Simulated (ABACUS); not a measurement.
# GaN (P6_3mc) in ABACUS: notebook

One crystal, GaN, is run at these levels: r2SCAN; tasks: single point, relaxation of cell and atoms.

Program: ABACUS 3.10.1. These are calculated values, not measurements. Logs are shortened: lines on timing, memory, paths and dates and some standing lists are left out, and cuts for length are marked.

**Measured values to compare with.**

“Studying electronic properties in GaN without electrical contacts using γ-γ vs e−-γ Perturbed Angular Correlations”, 2019, pmc:6823545 quotes, for a bulk crystal of GaN: band gap 3.503 ± 0.005 eV (direct).

How close the calculation comes is told below.

## 1. The crystal as given

The structure is hexagonal, space group P6_3mc (No. 186). Conventional cell: a = 3.180 Å, b = 3.180 Å, c = 5.166 Å, α = 90.00°, β = 90.00°, γ = 120.00°. Around Ga (site symmetry 3m) lie 4 N at 1.94 to 1.95 Å. Around N (site symmetry 3m) lie 4 Ga at 1.94 to 1.95 Å.

## 2. Single point, r2SCAN

run_abacus.py

```python
"""ABACUS run from a structure file: ASE reads it, the script writes STRU, KPT and INPUT."""
import re
import subprocess
from ase.io import read
from ase.units import Bohr

atoms = read("GaN.xyz")
atoms = atoms[(-atoms.numbers).argsort(kind="stable")]  # ABACUS lists atoms element by element
pseudo = {'Ga': 'Ga_ONCV_PBE-1.2.upf', 'N': 'N_ONCV_PBE-1.2.upf'}
orbital = {}
magmoms = None
kmesh = [6, 6, 3]
params = {
    'suffix': 'GaN',
    'calculation': 'scf',
    'basis_type': 'pw',
    'pseudo_dir': './',
    'symmetry': 1,
    'dft_functional': 'MGGA_X_R2SCAN+MGGA_C_R2SCAN',
    'ecutwfc': 97,
    'pseudo_rcut': 10,
    'nspin': 1,
    'nbands': 28,
    'ks_solver': 'dav',
    'smearing_method': 'fd',
    'smearing_sigma': 0.00367493,
    'scf_thr': 1e-08,
    'scf_nmax': 100,
    'mixing_type': 'broyden',
    'mixing_beta': 0.7,
    'cal_force': 1,
    'cal_stress': 1,
    'mixing_tau': 1,
    'out_chg': 1,
    'kpar': 4,
}

symbols = atoms.get_chemical_symbols()
elements = list(dict.fromkeys(symbols))
lines = ["ATOMIC_SPECIES"] + [f"{e} {atoms.get_masses()[symbols.index(e)]:.4f} {pseudo[e]}" for e in elements]
if orbital:
    lines += ["", "NUMERICAL_ORBITAL"] + [orbital[e] for e in elements]
lines += ["", "LATTICE_CONSTANT", f"{1 / Bohr:.10f}", "", "LATTICE_VECTORS"]
lines += [" ".join(f"{x:.10f}" for x in v) for v in atoms.cell]
lines += ["", "ATOMIC_POSITIONS", "Direct"]
for e in elements:
    lines += ["", e, "0.0", str(symbols.count(e))]
    for i, p in enumerate(atoms.get_scaled_positions(wrap=False)):
        if symbols[i] == e:
            mag = "" if magmoms is None else " mag " + " ".join(str(x) for x in (magmoms[i] if isinstance(magmoms[i], list) else [magmoms[i]]))
            lines.append(" ".join(f"{x:.10f}" for x in p) + " 1 1 1" + mag)
open("STRU", "w").write("\n".join(lines) + "\n")
open("KPT", "w").write("K_POINTS\n0\nGamma\n%d %d %d 0 0 0\n" % tuple(kmesh))
open("INPUT", "w").write("INPUT_PARAMETERS\n" + "".join(f"{k:<20s}{v}\n" for k, v in params.items()))

done = subprocess.run(['mpirun', '-np', '4', 'abacus'])
if done.returncode:
    raise SystemExit(done.returncode)
log = open("OUT.GaN/running_scf.log").read()
print("final energy (eV):", re.findall(r"FINAL_ETOT_IS (\S+)", log))
```

GaN.xyz

```xyz
4
Lattice="3.1800000000 0.0000000000 0.0000000000 -1.5900000000 2.7539607840 0.0000000000 0.0000000000 0.0000000000 5.1660000000" Properties=species:S:1:pos:R:3 pbc="T T T"
Ga     1.5900000002      0.9179869279      2.5830000000
Ga    -0.0000000002      1.8359738561      0.0000000000
N      1.5900000002      0.9179869279      4.5202500000
N     -0.0000000002      1.8359738561      1.9372500000
```

Potentials or basis: SG15 ONCV 1.2 PBE, plane waves.

Launch:

```sh
$ OMP_NUM_THREADS=1 python run_abacus.py > log
```

running log:

```text
ABACUS v3.10.1

               Atomic-orbital Based Ab-initio Computation at UStc

 ------------------------------------------------------------------------------------

 READING GENERAL INFORMATION
                           global_out_dir = OUT.GaN/
                           global_in_card = INPUT
                               pseudo_dir = ./
                              orbital_dir =
                                    DSIZE = 4
                                    GSIZE = 1
[... 5 lines left out ...]

 READING ATOM TYPE 1
                               atom label = Ga
                      L=0, number of zeta = 1
                      L=1, number of zeta = 1
                      L=2, number of zeta = 1
             number of atom for this type = 2

 READING ATOM TYPE 2
                               atom label = N
                      L=0, number of zeta = 1
                      L=1, number of zeta = 1
                      L=2, number of zeta = 1
             number of atom for this type = 2

                        TOTAL ATOM NUMBER = 4
DIRECT COORDINATES
    atom                   x                   y                   z     mag                  vx                  vy                  vz
taud_Ga1            0.6666666667        0.3333333333        0.5000000000  0.0000        0.0000000000        0.0000000000        0.0000000000
taud_Ga2            0.3333333333        0.6666666667        0.0000000000  0.0000        0.0000000000        0.0000000000        0.0000000000
taud_N1            0.6666666667        0.3333333333        0.8750000000  0.0000        0.0000000000        0.0000000000        0.0000000000
taud_N2            0.3333333333        0.6666666667        0.3750000000  0.0000        0.0000000000        0.0000000000        0.0000000000

                          Volume (Bohr^3) = 305.306
                             Volume (A^3) = 45.2417

 Lattice vectors: (Cartesian coordinate: in unit of a_0)
                +3.18                  +0                  +0
                -1.59            +2.75396                  +0
                   +0                  +0              +5.166
 Reciprocal vectors: (Cartesian coordinate: in unit of 2 pi/a_0)
            +0.314465           +0.181557                  -0
                   -0           +0.363113                  -0
                   +0                  -0           +0.193573
 The esolver type has been set to : ksdft_pw

                PAO radial cut off (Bohr) = 10

 Read in pseudopotential file is Ga_ONCV_PBE-1.2.upf
                     pseudopotential type = NC
          exchange-correlation functional = PBE
                 nonlocal core correction = 0
                        valence electrons = 13
                                     lmax = 2
                           number of zeta = 0
                     number of projectors = 6
                           L of projector = 0
                           L of projector = 0
                           L of projector = 1
                           L of projector = 1
                           L of projector = 2
                           L of projector = 2
 XC functional updated to : MGGA_X_R2SCAN+MGGA_C_R2SCAN
          exchange-correlation functional = MGGA_X_R2SCAN+MGGA_C_R2SCAN
                PAO radial cut off (Bohr) = 10

 Read in pseudopotential file is N_ONCV_PBE-1.2.upf
                     pseudopotential type = NC
          exchange-correlation functional = PBE
                 nonlocal core correction = 0
                        valence electrons = 5
                                     lmax = 1
                           number of zeta = 0
                     number of projectors = 4
                           L of projector = 0
                           L of projector = 0
                           L of projector = 1
                           L of projector = 1
 XC functional updated to : MGGA_X_R2SCAN+MGGA_C_R2SCAN
          exchange-correlation functional = MGGA_X_R2SCAN+MGGA_C_R2SCAN
     initial pseudo atomic orbital number = 0

 SETUP THE ELECTRONS NUMBER
            electron number of element Ga = 13
      total electron number of element Ga = 26
             electron number of element N = 5
       total electron number of element N = 10
            AUTOSET number of electrons:  = 36
                           occupied bands = 18
                                   NBANDS = 28
                                   NLOCAL = 36

%%%%%%%%%%%%%%%%%%%%%%%%%%%%%%%%%%%%%%%%%%%%%%%%%%%%%%%%%%%%%%%%%%%%%%%%%%%%%%%%%%%%%%%%%%%%%%%%%%%%%%%%%%
 Warning: the number of valence electrons in pseudopotential > 3 for Ga: [Ar] 3d10 4s2 4p1
 Pseudopotentials with additional electrons can yield (more) accurate outcomes, but may be less efficient.
 If you're confident that your chosen pseudopotential is appropriate, you can safely ignore this warning.
%%%%%%%%%%%%%%%%%%%%%%%%%%%%%%%%%%%%%%%%%%%%%%%%%%%%%%%%%%%%%%%%%%%%%%%%%%%%%%%%%%%%%%%%%%%%%%%%%%%%%%%%%%

 SETUP THE PLANE WAVE BASIS
 energy cutoff for charge/potential (unit:Ry) = 388
            fft grid for charge/potential = [ 40, 40, 64 ]
                        fft grid division = [ 1, 1, 1 ]
[... 57 lines left out ...]
                                       S4 = 0
                                       S6 = 0
                              POINT GROUP = C_3v
                                       C2 = 1
                                       C3 = 2
                                       C4 = 0
                                       C6 = 2
                                       S1 = 6
                                       S3 = 0
                                       S4 = 0
                                       S6 = 0
               POINT GROUP IN SPACE GROUP = C_6v

 SETUP K-POINTS
                                    nspin = 1
                   Input type of k points = Monkhorst-Pack(Gamma)
                                   nkstot = 108
                       right hand lattice = 1
(for reciprocal lattice: )
                             BRAVAIS TYPE = 4
                     BRAVAIS LATTICE NAME = 04. Hexagonal cell
                                    ibrav = 4
                       right hand lattice = 1
(for k-lattice: )
                             BRAVAIS TYPE = 4
                     BRAVAIS LATTICE NAME = 04. Hexagonal cell
                                    ibrav = 4
                       right hand lattice = 1
                        ROTATION MATRICES = 24
                               nkstot_ibz = 14
K-POINTS REDUCTION ACCORDING TO SYMMETRY
     IBZ    DIRECT_X    DIRECT_Y    DIRECT_Z  WEIGHT  ibz2bz
       1  0.00000000  0.00000000  0.00000000  0.0093       0
       2 -0.16666667  0.16666667  0.00000000  0.0556       1
       3 -0.33333333  0.33333333  0.00000000  0.0556       2
       4  0.50000000  0.50000000  0.00000000  0.0278       3
       5 -0.16666667  0.33333333  0.00000000  0.0556       7
       6  0.50000000  0.33333333  0.00000000  0.1111       8
       7  0.33333333  0.33333333  0.00000000  0.0185      14
       8  0.00000000  0.00000000  0.33333333  0.0185      36
       9 -0.16666667  0.16666667  0.33333333  0.1111      37
      10 -0.33333333  0.33333333  0.33333333  0.1111      38
      11  0.50000000  0.50000000  0.33333333  0.0556      39
      12 -0.16666667  0.33333333  0.33333333  0.1111      43
      13  0.50000000  0.33333333  0.33333333  0.2222      44
      14  0.33333333  0.33333333  0.33333333  0.0370      50

                               nkstot now = 14
[... K-POINTS DIRECT COORDINATES: 14 rows ...]

           k-point number in this process = 4
       minimum distributed K point number = 3
[... stars of the k points ...]

[... K-POINTS CARTESIAN COORDINATES: 4 rows ...]

[... K-POINTS DIRECT COORDINATES: 4 rows ...]

 SETUP PLANE WAVES FOR WAVE FUNCTIONS
     energy cutoff for wavefunc (unit:Ry) = 97
              fft grid for wave functions = [ 40, 40, 64 ]
                    number of plane waves = 6693
                         number of sticks = 301

 PARALLEL PW FOR WAVE FUNCTIONS
     PROC   COLUMNS(POT)             PW
        1            301           6693
 --------------- sum -------------------
        1            301           6693

 SETUP NONLOCAL PSEUDOPOTENTIALS IN PLANE WAVE BASIS
 Ga non-local projectors:
 projector 1 L=0
 projector 2 L=0
 projector 3 L=1
 projector 4 L=1
 projector 5 L=2
 projector 6 L=2
 N non-local projectors:
 projector 1 L=0
 projector 2 L=0
 projector 3 L=1
 projector 4 L=1
      TOTAL NUMBER OF NONLOCAL PROJECTORS = 52

 Init Non-Local PseudoPotential table :
 Init Non-Local-Pseudopotential done.

                                     npwx = 4936

 -------------------------------------------
 SELF-CONSISTENT
 -------------------------------------------
                                 init_chg = atomic

 PW ALGORITHM --------------- ION=   1  ELEC=   1--------------------------------

 Density error is 0.94990516266
                          Error Threshold = 0.01
----------------------------------------------------------
     Energy           Rydberg                 eV
----------------------------------------------------------
 E_KohnSham     -299.6021421491      -4076.2962662339
 E_Harris       -298.9684002565      -4067.6737654330
 E_Fermi        0.7395696546         10.0623613702
----------------------------------------------------------
[... 75 lines left out ...]
 Density error is 1.09244824032e-09
                          Error Threshold = 8.19262869863e-11
----------------------------------------------------------
     Energy           Rydberg                 eV
----------------------------------------------------------
 E_KohnSham     -300.1441483995      -4083.6706395902
 E_KS(sigma->0) -300.1441483995      -4083.6706395902
 E_Harris       -300.1436909308      -4083.6644154098
 E_band         1.3524017240         18.4003694317
 E_one_elec     -106.2447535646      -1445.5340310847
 E_Hartree      84.2406292409        1146.1525607821
 E_xc           -44.1330758537       -600.4613018764
 E_Ewald        -234.0069482221      -3183.8278674111
 E_entropy(-TS) -0.0000000000        -0.0000000001
 E_descf        0.0000000000         0.0000000000
 E_exx          0.0000000000         0.0000000000
 E_Fermi        0.8643394657         11.7599417403
----------------------------------------------------------

 charge density convergence is achieved
 final etot is -4083.6706396 eV
 EFERMI = 11.75994174 eV

 STATE ENERGY(eV) AND OCCUPATIONS    NSPIN == 1
 1/4 kpoint (Cartesian) = 0.0000 0.0000 0.0000 (4915 pws)
       1       -6.43697      0.0185185
       2       -5.26490      0.0185185
       3       -2.83138      0.0185185
       4       -2.80682      0.0185185
       5       -2.80682      0.0185185
       6       -2.73034      0.0185185
[... 110 lines left out ...]
      27        25.5703        0.00000
      28        28.3586        0.00000

------------------------------------------------------------------------------------------
 TOTAL-FORCE (eV/Angstrom)
------------------------------------------------------------------------------------------
                       Ga1         0.0000000000         0.0000000000        -0.1214645013
                       Ga2         0.0000000000         0.0000000000        -0.1214645013
                        N1         0.0000000000         0.0000000000         0.1214645013
                        N2         0.0000000000         0.0000000000         0.1214645013
------------------------------------------------------------------------------------------

----------------------------------------------------------------
 TOTAL-STRESS (KBAR)
----------------------------------------------------------------
       -20.4521814655         0.0000000000         0.0000000000
         0.0000000000       -20.4521814660         0.0000000000
         0.0000000000        -0.0000000000         5.5842045931
----------------------------------------------------------------
 TOTAL-PRESSURE: -11.773386 KBAR

 --------------------------------------------
 !FINAL_ETOT_IS -4083.6706395902097029 eV
 --------------------------------------------
```

It took 72 s on 4 MPI ranks of Intel Xeon Platinum 8259CL at 2.50GHz (Skylake/Cascade Lake), shared host; peak memory 0.52 GiB.

What came out:

```
Free energy            : -4083.6706 eV
Pressure               : -1.2 GPa
Largest force          : 0.121 eV/Å
Band gap on the k mesh : 2.12 eV, direct
```

Forces on the atoms (eV/Å):
```
Ga   0.000  0.000 -0.121
Ga   0.000  0.000 -0.121
N    0.000  0.000  0.121
N    0.000  0.000  0.121
```

Caveat: the potentials were made for another functional, which shifts forces and pressure.

[end of part 1 of 2]
